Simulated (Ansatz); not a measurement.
# ZnSnN2: the cell at several levels of theory, part 2 of 2

The system is ZnSnN2, ordered on the rocksalt lattice (P4/nmm) with 8 atoms a cell, a generated structure that needn't be the ground state.

Ansatz 0.2.0, plane waves. The steps go on from the part before.

### Step 3. Relaxing with r2SCAN

It starts from the cell of step 2.

Contents of input.yaml:

```yaml
crystal:
  lattice:
    - [3.1931285231, 0.0, 0.0]
    - [0.0, 3.1931285231, 0.0]
    - [0.0, 0.0, 9.2245612661]
  atoms:
    - { symbol: Zn, position: [0.5, 0.0, 0.9008311536] }
    - { symbol: "N", position: [0.5, 0.0, 0.1337742793] }
    - { symbol: Zn, position: [0.0, 0.5, 0.0991688464] }
    - { symbol: "N", position: [0.0, 0.5, 0.3975413261] }
    - { symbol: Sn, position: [0.5, 0.0, 0.3594163863] }
    - { symbol: "N", position: [0.5, 0.0, 0.6024586739] }
    - { symbol: Sn, position: [0.0, 0.5, 0.6405836137] }
    - { symbol: "N", position: [0.0, 0.5, 0.8662257207] }
kpoints:
  mp_grid: { grid: [8, 8, 4] }
hamiltonian:
  xc: r2scan
scf:
  occupations: { method: fermi_dirac, width: 0.02 }
relax:
  f_tol: 0.005
  cell: {}
output:
  write_density: true
  write_potential: true
  elf: true
  volumetric_format: npy
```

The run is started by

```console
> ansatz run input.yaml --threads 2 --pin off --max-ram 20275MiB --backend cpu --events-out ev --progress --plain --runs-dir out
```

Output:

```text
Engine: ansatz 0.2.0, x86_64-unknown-linux-gnu
Pseudopotentials: kind: paw
Pseudopotential: Zn, paw, valence charge 12, recommended cutoff 500 eV (meta_gga), Zn.paw.azcp
Pseudopotential: N, paw, valence charge 5, recommended cutoff 500 eV (meta_gga), N.paw.azcp
Pseudopotential: Sn, paw, valence charge 14, recommended cutoff 500 eV (meta_gga), Sn.paw.azcp
Functional definition: r2SCAN
  parameter k0 = 0.174
  parameter k1 = 0.065
  parameter a1 = 4.9479
  exchange = r2scan_x(k0 = k0, k1 = k1, a1 = a1)
  correlation = r2scan_c
Crystal: 8 atoms, lattice volume = 94.054 Å³
Basis set: ecut = 500 eV, 2365 PW (Γ), exchange–correlation on 96×96×288 points (64 copies of the dense FFT grid, shifted against one another)
Bands: 44, of which v1, the nominal top of the filled ones, is band 36 counted from 1 (35 counted from 0)
Symmetry: 16 space group operations
Space group: P4/nmm (ITA 129), of the structure as read, at distance tolerance 4.5e-5 Å
k-points: 45 of 256
Non-local potential: Zn, projectors of the file, l = 0: 2, l = 1: 2, l = 2: 3, l = 3: 1
Non-local potential: N, projectors of the file, l = 0: 2, l = 1: 2, l = 2: 1
Non-local potential: Sn, projectors of the file, l = 0: 2, l = 1: 2, l = 2: 2, l = 3: 2
PAW form: soft (Blöchl's): semilocal exchange-correlation on the pseudo side does not see the compensation charge
PAW frozen core: Zn, regenerated for the run's functional (the file was generated under x = pbe(κ = 0.804, μ = 0.2195149727645171), c = pbe(β = 0.06672455060314922))
PAW frozen core: N, regenerated for the run's functional (the file was generated under x = pbe(κ = 0.804, μ = 0.2195149727645171), c = pbe(β = 0.06672455060314922))
PAW frozen core: Sn, regenerated for the run's functional (the file was generated under x = pbe(κ = 0.804, μ = 0.2195149727645171), c = pbe(β = 0.06672455060314922))
PAW one-centre angular grid: Zn, 590 points (default); XC on 261 of its mesh's 2673 points in the sphere
PAW one-centre angular grid: N, 302 points (default); XC on 160 Gauss nodes
PAW one-centre angular grid: Sn, 590 points (default); XC on 249 of its mesh's 2787 points in the sphere
Initial density: superposition of atomic densities (neutral atoms: chi_scale 0, normalization atom), corrected by the library's trained network
Initial wavefunctions: pseudopotential atomic-orbital guess
Functional: x = r2scan, c = r2scan; τ floored in thin density (d = 2e-4 eV/Å³)
SCF iter   1: F=—  HF=-20265.838186 eV  |F-HF|=—  |Δ(HF+E_count)|=         —  Δρ=1.91e-2  dr2=3.05e-1  dr2_τ=2.70e-1  ethr=1.77e-3  ⟨swp⟩=6.9  Hψ=8650  notcnv=0  defer=1
preconditioner: auto → Resta (q_TF=auto, 2.609 Å⁻¹)  ε∞=5.0  [insulator: Δε(μ)=0.520 eV  Ē_g=16.322 eV  σ=0.020 eV  W_gap=0.95  n_scr=26 (ndim 8)  ℏωp=32.5 eV  f_vac=0.000  D(μ)=0.38/eV (n_scr^D=2)  ε∞_Penn≈5.0]
SCF iter   2: F=—  HF=-20265.921904 eV  |F-HF|=—  |Δ(HF+E_count)|=   8.37e-2  Δρ=7.24e-3  dr2=3.46e-2  dr2_τ=3.13e-3  ethr=4.23e-4  ⟨swp⟩=2.2  Hψ=3516  notcnv=0  defer=145
SCF iter   3: F=—  HF=-20265.916900 eV  |F-HF|=—  |Δ(HF+E_count)|=   5.00e-3  Δρ=4.98e-3  dr2=1.33e-2  dr2_τ=4.25e-4  ethr=4.80e-5  ⟨swp⟩=2.0  Hψ=3008  notcnv=0  defer=145
SCF iter   4: F=—  HF=-20265.915350 eV  |F-HF|=—  |Δ(HF+E_count)|=   1.55e-3  Δρ=9.20e-4  dr2=6.14e-4  dr2_τ=1.23e-4  ethr=1.84e-5  ⟨swp⟩=2.0  Hψ=2948  notcnv=0  defer=145
SCF iter   5: F=—  HF=-20265.915349 eV  |F-HF|=—  |Δ(HF+E_count)|=   1.51e-6  Δρ=3.90e-4  dr2=1.38e-4  dr2_τ=2.32e-5  ethr=8.53e-7  ⟨swp⟩=2.0  Hψ=3001  notcnv=0  defer=145
SCF iter   6: F=—  HF=-20265.915369 eV  |F-HF|=—  |Δ(HF+E_count)|=   2.01e-5  Δρ=1.65e-4  dr2=1.71e-5  dr2_τ=1.19e-6  ethr=1.91e-7  ⟨swp⟩=2.0  Hψ=2765  notcnv=0  defer=145
SCF iter   7: F=—  HF=-20265.915371 eV  |F-HF|=—  |Δ(HF+E_count)|=   2.75e-6  Δρ=2.15e-5  dr2=3.81e-7  dr2_τ=1.45e-8  ethr=2.37e-8  ⟨swp⟩=2.7  Hψ=3047  notcnv=0  defer=145
SCF iter   8: F=-20265.915372 eV  HF=-20265.915372 eV  |F-HF|=1.61e-8  |Δ(HF+E_count)|=   2.86e-7  Δρ=6.77e-6  dr2=3.43e-8  dr2_τ=8.96e-10  ethr=1.39e-10  ⟨swp⟩=9.1  Hψ=13044  notcnv=0
SCF 1 converged in 8 iterations: F = -20265.915372 eV  dr2 = 3.43e-8
relax step   1: F+E_penalty+E_count = -20265.91537167 eV  Δ(F+E_penalty+E_count) = +0.000e0 eV  max|allowed force component| = 1.574e-1 eV/Å  Δτ_max = 0.0000 Å  P = -6.399 GPa  Ω = 94.054 Å³  (8 SCF iters, dr2 threshold 1.00e-7 eV, accepted)
Crystal: 8 atoms, lattice volume = 90.493 Å³
Basis set: ecut = 500 eV, 2285 PW (Γ), exchange–correlation on 96×96×288 points (64 copies of the dense FFT grid, shifted against one another)
Initial density: handed on by an earlier stage of this run
Initial wavefunctions: those handed on with the density
iter 1 solved again at ethr=6.66e-5 eV; its pass at ethr=3.10e-3 eV (dr2=4.79e-2 eV) is discarded
SCF iter   1: F=—  HF=-20265.921780 eV  |F-HF|=—  |Δ(HF+E_count)|=         —  Δρ=5.79e-3  dr2=4.67e-2  dr2_τ=4.41e-2  ethr=6.66e-5  ⟨swp⟩=2.6  Hψ=9359  notcnv=0
preconditioner: auto → Resta (q_TF=auto, 2.626 Å⁻¹)  ε∞=5.0  [insulator: Δε(μ)=0.568 eV  Ē_g=16.528 eV  σ=0.020 eV  W_gap=0.94  n_scr=26 (ndim 8)  ℏωp=33.1 eV  f_vac=0.000  D(μ)=0.37/eV (n_scr^D=2)  ε∞_Penn≈5.0]
SCF iter   2: F=—  HF=-20265.982585 eV  |F-HF|=—  |Δ(HF+E_count)|=   6.08e-2  Δρ=3.04e-3  dr2=1.05e-2  dr2_τ=3.65e-4  ethr=6.48e-5  ⟨swp⟩=3.0  Hψ=3684  notcnv=0
SCF iter   3: F=—  HF=-20265.981753 eV  |F-HF|=—  |Δ(HF+E_count)|=   8.33e-4  Δρ=1.45e-3  dr2=1.70e-3  dr2_τ=3.27e-4  ethr=1.46e-5  ⟨swp⟩=2.0  Hψ=3509  notcnv=0
SCF iter   4: F=—  HF=-20265.981387 eV  |F-HF|=—  |Δ(HF+E_count)|=   3.66e-4  Δρ=5.49e-4  dr2=1.46e-4  dr2_τ=9.43e-6  ethr=2.36e-6  ⟨swp⟩=2.0  Hψ=3382  notcnv=0
SCF iter   5: F=—  HF=-20265.981419 eV  |F-HF|=—  |Δ(HF+E_count)|=   3.17e-5  Δρ=2.66e-4  dr2=6.15e-5  dr2_τ=4.70e-6  ethr=2.03e-7  ⟨swp⟩=2.0  Hψ=3036  notcnv=0
SCF iter   6: F=—  HF=-20265.981405 eV  |F-HF|=—  |Δ(HF+E_count)|=   1.40e-5  Δρ=9.83e-5  dr2=8.12e-6  dr2_τ=3.56e-7  ethr=8.54e-8  ⟨swp⟩=2.0  Hψ=3024  notcnv=0
SCF iter   7: F=—  HF=-20265.981406 eV  |F-HF|=—  |Δ(HF+E_count)|=   8.97e-7  Δρ=5.56e-5  dr2=3.54e-6  dr2_τ=3.05e-7  ethr=1.13e-8  ⟨swp⟩=2.0  Hψ=3130  notcnv=0
SCF iter   8: F=-20265.981405 eV  HF=-20265.981405 eV  |F-HF|=8.83e-8  |Δ(HF+E_count)|=   6.20e-7  Δρ=1.27e-5  dr2=1.67e-7  dr2_τ=2.11e-9  ethr=1.11e-9  ⟨swp⟩=7.7  Hψ=14239  notcnv=0
SCF 2 converged in 8 iterations: F = -20265.981405 eV  dr2 = 1.67e-7
relax step   2: F+E_penalty+E_count = -20265.98140497 eV  Δ(F+E_penalty+E_count) = -6.603e-2 eV  max|allowed force component| = 2.112e-1 eV/Å  Δτ_max = 0.0081 Å  P = +0.594 GPa  Ω = 90.493 Å³  energy of the carried Pulay correction = +1.410e-3 eV  (8 SCF iters, dr2 threshold 8.00e-7 eV, accepted)
Crystal: 8 atoms, lattice volume = 90.746 Å³
iter 1 solved again at ethr=3.01e-6 eV; its pass at ethr=3.10e-3 eV (dr2=2.17e-3 eV) is discarded
SCF iter   1: F=—  HF=-20265.981367 eV  |F-HF|=—  |Δ(HF+E_count)|=         —  Δρ=1.94e-3  dr2=2.23e-3  dr2_τ=9.40e-3  ethr=3.01e-6  ⟨swp⟩=2.6  Hψ=8964  notcnv=0
preconditioner: auto → Resta (q_TF=auto, 2.625 Å⁻¹)  ε∞=5.0  [insulator: Δε(μ)=0.519 eV  Ē_g=16.485 eV  σ=0.020 eV  W_gap=0.94  n_scr=26 (ndim 8)  ℏωp=33.1 eV  f_vac=0.000  D(μ)=0.37/eV (n_scr^D=2)  ε∞_Penn≈5.0]
SCF iter   2: F=—  HF=-20265.984349 eV  |F-HF|=—  |Δ(HF+E_count)|=   2.98e-3  Δρ=1.06e-3  dr2=6.84e-4  dr2_τ=2.60e-5  ethr=3.01e-6  ⟨swp⟩=2.0  Hψ=3918  notcnv=0
SCF iter   3: F=—  HF=-20265.984285 eV  |F-HF|=—  |Δ(HF+E_count)|=   6.39e-5  Δρ=3.62e-4  dr2=1.81e-4  dr2_τ=2.79e-5  ethr=9.50e-7  ⟨swp⟩=2.0  Hψ=3130  notcnv=0
SCF iter   4: F=—  HF=-20265.984266 eV  |F-HF|=—  |Δ(HF+E_count)|=   1.94e-5  Δρ=1.10e-4  dr2=7.69e-6  dr2_τ=1.27e-6  ethr=2.52e-7  ⟨swp⟩=2.2  Hψ=2462  notcnv=0
SCF iter   5: F=—  HF=-20265.984268 eV  |F-HF|=—  |Δ(HF+E_count)|=   1.93e-6  Δρ=4.13e-5  dr2=1.16e-6  dr2_τ=7.54e-8  ethr=1.07e-8  ⟨swp⟩=2.0  Hψ=3024  notcnv=0
SCF iter   6: F=-20265.984267 eV  HF=-20265.984268 eV  |F-HF|=4.86e-7  |Δ(HF+E_count)|=   3.19e-7  Δρ=2.24e-5  dr2=3.20e-7  dr2_τ=1.24e-8  ethr=1.11e-9  ⟨swp⟩=9.4  Hψ=16027  notcnv=0
SCF 3 converged in 6 iterations: F = -20265.984267 eV  dr2 = 3.20e-7
relax step   3: F+E_penalty+E_count = -20265.98426745 eV  Δ(F+E_penalty+E_count) = -2.862e-3 eV  max|allowed force component| = 1.173e-1 eV/Å  Δτ_max = 0.0121 Å  P = +0.010 GPa  Ω = 90.746 Å³  energy of the carried Pulay correction = +1.308e-3 eV  (6 SCF iters, dr2 threshold 8.00e-7 eV, accepted)
[... 10 lines left out ...]
relax step   4: F+E_penalty+E_count = -20265.98557504 eV  Δ(F+E_penalty+E_count) = -1.308e-3 eV  max|allowed force component| = 3.200e-2 eV/Å  Δτ_max = 0.0056 Å  P = -0.104 GPa  Ω = 90.788 Å³  energy of the carried Pulay correction = +1.291e-3 eV  (5 SCF iters, dr2 threshold 8.00e-7 eV, accepted)
[... 10 lines left out ...]
relax step   5: F+E_penalty+E_count = -20265.98581946 eV  Δ(F+E_penalty+E_count) = -2.444e-4 eV  max|allowed force component| = 1.711e-2 eV/Å  Δτ_max = 0.0029 Å  P = -0.000 GPa  Ω = 90.719 Å³  energy of the carried Pulay correction = +1.319e-3 eV  (6 SCF iters, dr2 threshold 8.19e-8 eV, accepted)
[... 8 lines left out ...]
relax step   6: F+E_penalty+E_count = -20265.98587688 eV  Δ(F+E_penalty+E_count) = -5.741e-5 eV  max|allowed force component| = 5.065e-3 eV/Å  Δτ_max = 0.0014 Å  P = +0.002 GPa  Ω = 90.721 Å³  energy of the carried Pulay correction = +1.318e-3 eV  (4 SCF iters, dr2 threshold 5.45e-8 eV, accepted)
[... 8 lines left out ...]
relax step   7: F+E_penalty+E_count = -20265.98588265 eV  Δ(F+E_penalty+E_count) = -5.777e-6 eV  max|allowed force component| = 1.521e-3 eV/Å  Δτ_max = 0.0001 Å  P = -0.014 GPa  Ω = 90.731 Å³  energy of the carried Pulay correction = +1.314e-3 eV  (4 SCF iters, dr2 threshold 1.53e-8 eV, accepted)
Initial wavefunctions: pseudopotential atomic-orbital guess (no wavefunctions were taken with the density)
iter 1 solved again at ethr=1.30e-7 eV; its pass at ethr=3.10e-3 eV (dr2=9.35e-5 eV) is discarded
SCF iter   1: F=—  HF=-20265.984651 eV  |F-HF|=—  |Δ(HF+E_count)|=         —  Δρ=6.62e-5  dr2=5.97e-7  dr2_τ=1.07e-6  ethr=1.30e-7  ⟨swp⟩=3.2  Hψ=14110  notcnv=0
SCF iter   2: F=—  HF=-20265.984650 eV  |F-HF|=—  |Δ(HF+E_count)|=   6.74e-7  Δρ=4.75e-5  dr2=6.52e-7  dr2_τ=9.83e-8  ethr=8.29e-10  ⟨swp⟩=2.1  Hψ=3324  notcnv=0
SCF iter   3: F=—  HF=-20265.984650 eV  |F-HF|=—  |Δ(HF+E_count)|=   2.39e-7  Δρ=1.11e-5  dr2=1.81e-8  dr2_τ=1.47e-8  ethr=8.29e-10  ⟨swp⟩=2.0  Hψ=2883  notcnv=0
SCF iter   4: F=—  HF=-20265.984650 eV  |F-HF|=—  |Δ(HF+E_count)|=   2.49e-8  Δρ=1.47e-6  dr2=1.23e-9  dr2_τ=1.75e-10  ethr=2.51e-11  ⟨swp⟩=2.0  Hψ=3151  notcnv=0
SCF iter   5: F=—  HF=-20265.984650 eV  |F-HF|=—  |Δ(HF+E_count)|=   4.45e-9  Δρ=6.98e-7  dr2=1.50e-10  dr2_τ=4.56e-11  ethr=1.70e-12  ⟨swp⟩=2.0  Hψ=3388  notcnv=0
SCF iter   6: F=-20265.984650 eV  HF=-20265.984650 eV  |F-HF|=1.82e-11  |Δ(HF+E_count)|=  3.06e-10  Δρ=2.05e-7  dr2=2.94e-11  dr2_τ=2.96e-12  ethr=1.00e-12  ⟨swp⟩=7.1  Hψ=10075  notcnv=0
SCF 8 converged in 6 iterations: F = -20265.984650 eV  dr2 = 2.94e-11
relax step   8: F+E_penalty+E_count = -20265.98465011 eV  Δ(F+E_penalty+E_count) = +1.233e-3 eV  max|allowed force component| = 1.494e-3 eV/Å  Δτ_max = 0.0000 Å  P = -0.020 GPa  Ω = 90.731 Å³  stress off target by 3.42e-2 GPa  SCF on the basis re-selected at this cell (its energy is not comparable with the rows above)  (6 SCF iters)
basis re-selected at this cell: Δ(F+E_penalty+E_count) = +1.233e-3 eV, ΔP = -0.006 GPa vs the last step (what re-selecting the basis moved, of the pressure what is left beyond the Pulay correction that the steps carried, after the strain that the cell walked since its last selection, with what the two solves' SCF thresholds leave and, on support functions, any second-order correction that the steps lacked; it is no measure of the basis error at this ecutwfc). This SCF's stress stands 3.42e-2 GPa from its target on what of the cell is left free (relax.cell.stress_tol is 5.00e-2 GPa) and its largest allowed force component is 1.49e-3 eV/Å (relax.f_tol is 5.00e-3 eV/Å): within both
SCF converged after 6 iterations
Free energy (F): -20265.984650 eV
Harris-Foulkes:  -20265.984650 eV  (|F-HF|=1.82e-11)
Internal energy: -20265.983988 eV  (E = F + TS)
E sigma→0 (E₀):  -20265.984319 eV
Entropy (-TS):   -0.000662 eV (-0.083 meV/atom)
Fermi energy:    13.411085 eV
--- Per-component energies (eV) ---
  E_band       = 148.718337
  E_kinetic    = 1160.745483
  E_local      = -4714.118449  (includes V_loc(G=0)·N_el)
  E_nonlocal   = 1364.959618
  E_hartree    = 2306.984605
  E_xc         = -1230.976134
  E_vxc        = -647.186496  (∫ρ·V_xc dr)
  E_paw        = -12559.074468  (= ΣΔE_a)
  E_vpaw       = -1666.675284  (= ΣTr[D̂ρ^β])
  E_aug_tail   = -0.000032  (compensation charges beyond the density's cutoff)
  E_vtau       = 37.024353  (kinetic-family band-sum trace: ∫τ·v_τ [+ j·A + Jᵃ·Aᵃ] dr)
  E_ewald      = -6595.491754
  E_core_change = 0.987144  (= ΣΔE_core)
  E_smearing   = -0.000662  (= −TS)
  E_closure    = 0.000000  (closes the sum)
  Σ components = -20265.984650   (vs F -20265.984650, Δ=0.00e0)
--- Forces (eV/Å), atoms counted from 1 ---
  atom   1  Zn     0.00000000     0.00000000     0.00149423
  atom   2  N      0.00000000     0.00000000    -0.00015410
  atom   3  Zn     0.00000000     0.00000000    -0.00149423
  atom   4  N      0.00000000     0.00000000     0.00033847
  atom   5  Sn     0.00000000     0.00000000     0.00107636
  atom   6  N      0.00000000     0.00000000    -0.00033847
  atom   7  Sn    -0.00000000     0.00000000    -0.00107636
  atom   8  N      0.00000000     0.00000000     0.00015410
  max |Σ_I F_I| component: 8.13e-20 eV/Å
--- Stress (GPa, compression-positive) ---
       -0.012876       0.000000       0.000000
        0.000000      -0.012876       0.000000
        0.000000       0.000000      -0.034244
  P = ⅓ Tr σ = -0.0200 GPa (-0.200 kbar)
--- Band table (eV; the first three rows and the last of 45) ---
  k-point 0: bands = ["-9.9298", "-9.8041", "-9.7688", "-9.6802", "-9.4834", "-9.4595", "-9.4462", "-9.4462", "-9.3528", "-9.3528", "-5.5398", "-3.3440", "-2.5404", "-0.9437", "5.7253", "5.8110", "6.6736", "6.8916", "6.8916", "6.9361", "7.0249", "7.1021", "7.1156", "7.1156", "7.3308", "8.1277", "8.6515", "8.6515", "8.8417", "10.1494", "10.1494", "11.4972", "11.4972", "11.5779", "12.4952", "12.4952", "13.1118", "14.3705", "16.9236", "17.1431", "19.8079", "20.6595", "21.6571", "22.0349"]
  k-point 1: bands = ["-9.9303", "-9.8041", "-9.7688", "-9.6795", "-9.4834", "-9.4595", "-9.4462", "-9.4462", "-9.3528", "-9.3528", "-5.5304", "-3.5078", "-2.2181", "-1.1331", "5.5996", "5.9262", "6.6736", "6.8941", "6.8941", "6.9564", "7.0249", "7.1021", "7.1086", "7.1086", "7.3308", "8.2325", "8.6739", "8.6739", "8.9794", "10.1074", "10.1074", "10.9081", "11.5294", "11.5294", "12.4890", "12.4890", "13.8947", "14.4801", "16.4037", "16.7118", "19.8135", "21.3126", "21.9174", "22.0625"]
  k-point 2: bands = ["-9.9308", "-9.8041", "-9.7688", "-9.6787", "-9.4834", "-9.4595", "-9.4462", "-9.4462", "-9.3528", "-9.3528", "-5.5207", "-3.6243", "-1.7503", "-1.5152", "5.5364", "5.9768", "6.6736", "6.8968", "6.8968", "6.9787", "7.0249", "7.1015", "7.1015", "7.1021", "7.3308", "8.3148", "8.6970", "8.6970", "9.2722", "10.0658", "10.0658", "10.2826", "11.5605", "11.5605", "12.4826", "12.4826", "14.6202", "14.8065", "15.7087", "16.2068", "19.8191", "21.8253", "21.9884", "22.6107"]
  k-point 44: bands = ["-10.0593", "-10.0593", "-9.5630", "-9.5630", "-9.4980", "-9.4980", "-9.4132", "-9.4132", "-9.3749", "-9.3749", "-1.3340", "-1.3340", "-1.0467", "-1.0467", "5.0517", "5.0517", "6.5096", "6.5096", "6.6674", "6.6674", "6.9625", "6.9625", "6.9993", "6.9993", "7.2670", "7.2670", "7.4039", "7.4039", "8.1350", "8.1350", "8.9130", "8.9130", "9.8153", "9.8153", "10.4945", "10.4945", "14.6898", "14.6898", "16.2420", "16.2420", "19.9019", "19.9019", "20.3408", "20.3408"]
--- Relaxed structure (7 steps of the walk, 7 accepted, 1 SCFs on fresh bases) ---
  F+E_penalty+E_count = -20265.98465011 eV   max|allowed force component| = 1.494e-3 eV/Å   (the final SCF, on the basis selected at the relaxed cell)
  cell:  # Å, volume = 90.7312 Å³
    - [3.154959330436346, 2.725673186103986e-34, 0.0]
    - [2.725673186103986e-34, 3.154959330436346, 0.0]
    - [0.0, 0.0, 9.115260571928888]
  atoms:
    - { symbol: Zn, position: [0.5, 5.153854845634294e-36, 0.9014799893885725] }
    - { symbol: N, position: [0.5, 2.7978069162014694e-36, 0.13381780797909856] }
    - { symbol: Zn, position: [-5.065503048280571e-36, 0.5, 0.09852001061142739] }
    - { symbol: N, position: [-1.2369251629522322e-35, 0.5, 0.3971487650631595] }
    - { symbol: Sn, position: [0.5, -1.2074745638343286e-36, 0.35910466311686035] }
    - { symbol: N, position: [0.5, -6.155175215643255e-36, 0.6028512349368405] }
    - { symbol: Sn, position: [-2.709455118847752e-36, 0.5, 0.6408953368831398] }
    - { symbol: N, position: [1.0484413285976054e-35, 0.5, 0.8661821920209014] }
```

Run time: 59 s. Hardware: 2 threads of AMD EPYC 7R13 (Zen 3), shared host; peak memory 0.89 GiB.

The path of the relaxation:

```tsv
step	energy change (meV/atom)	largest force (eV/Å)	pressure (GPa)	volume (Å³/atom)
1	0.0	0.1574	-6.40	11.757
2	-8.3	0.2112	0.59	11.312
3	-8.6	0.1173	0.01	11.343
4	-8.8	0.0320	-0.10	11.349
5	-8.8	0.0171	0.00	11.340
6	-8.8	0.0051	0.00	11.340
7	-8.8	0.0015	-0.01	11.341
8	-8.7	0.0015	-0.02	11.341
```

Step 8 solves the same cell on a plane-wave basis chosen anew, so the energy can jump there without a move.

The table lists every geometry solved, with passes on a fresh basis, whose energies don't compare exactly with the rows above.

|  | before | after | change |
| --- | --- | --- | --- |
| a (Å) | 3.193 | 3.155 | -1.20 % |
| c (Å) | 9.225 | 9.115 | -1.18 % |
| volume (Å³/atom) | 11.757 | 11.341 | -3.53 % |
| shortest distance (Å) | 2.081 | 2.054 | -1.34 % |
| space group | P4/nmm | P4/nmm | same |

Density in a lattice plane of the grid's cell (edges 3.15 and 9.12 Å, at 0.000 of the third edge), which holds Zn and N and Sn.

Values in e/Å³, 12 rows by 6 columns:
```
 0.10  0.25  3.82 37.08  3.82  0.25
 0.11  0.16  0.69  2.30  0.69  0.16
 0.07  0.08  0.12  0.16  0.12  0.08
 0.14  0.25  0.85  1.71  0.85  0.25
 0.14  0.34  1.88  3.55  1.88  0.34
 0.07  0.13  0.39  0.68  0.39  0.13
 0.14  0.25  1.69  4.95  1.69  0.25
 0.14  0.35  3.84 12.66  3.84  0.35
 0.07  0.15  0.48  0.84  0.48  0.15
 0.11  0.29  1.57  3.03  1.57  0.29
 0.10  0.25  1.14  2.42  1.14  0.25
 0.07  0.11  0.30  0.56  0.30  0.11
```
Columns run along the first of these edges and rows up along the second, over one cell in 6 and 12 even steps from the bottom left corner. Atoms in the plane (fractional): Zn at (0.50, 0.90), N at (0.50, 0.13), Sn at (0.50, 0.36), N at (0.50, 0.60).

ELF in the same plane.

Values, 12 rows by 6 columns:
```
0.08 0.12 0.05 0.00 0.05 0.12
0.08 0.10 0.14 0.09 0.14 0.10
0.05 0.06 0.10 0.13 0.10 0.06
0.11 0.39 0.78 0.77 0.78 0.39
0.10 0.50 0.75 0.18 0.75 0.50
0.03 0.11 0.50 0.67 0.50 0.11
0.10 0.15 0.20 0.07 0.20 0.15
0.11 0.19 0.12 0.00 0.12 0.19
0.05 0.18 0.33 0.35 0.33 0.18
0.08 0.50 0.78 0.36 0.78 0.50
0.08 0.44 0.80 0.68 0.80 0.44
0.05 0.09 0.12 0.14 0.12 0.09
```
Columns run along the first of these edges and rows up along the second, over one cell in 6 and 12 even steps from the bottom left corner. Atoms in the plane (fractional): Zn at (0.50, 0.90), N at (0.50, 0.13), Sn at (0.50, 0.36), N at (0.50, 0.60).

Both are smooth fields of the valence electrons: close to the nuclei they are not physical.

Outside the cores ELF peaks at 0.85 in the shell around N, 0.7 Å from N.

### Step 4. The cells side by side

This closing draws on all 2 parts.

| level | a (Å) | c (Å) | volume (Å³/atom) | space group | SCF geometries |
| --- | --- | --- | --- | --- | --- |
| PBE | 3.193 | 9.225 | 11.757 | P4/nmm | 15 |
| r2SCAN | 3.155 | 9.115 | 11.341 | P4/nmm | 8 |

In words: From the start to the first minimum the volume moved by +39.1 %. The volume runs from r2SCAN (least) to PBE (most), a spread of 3.7 %, or 1.2 % in length if all axes shared it alike.
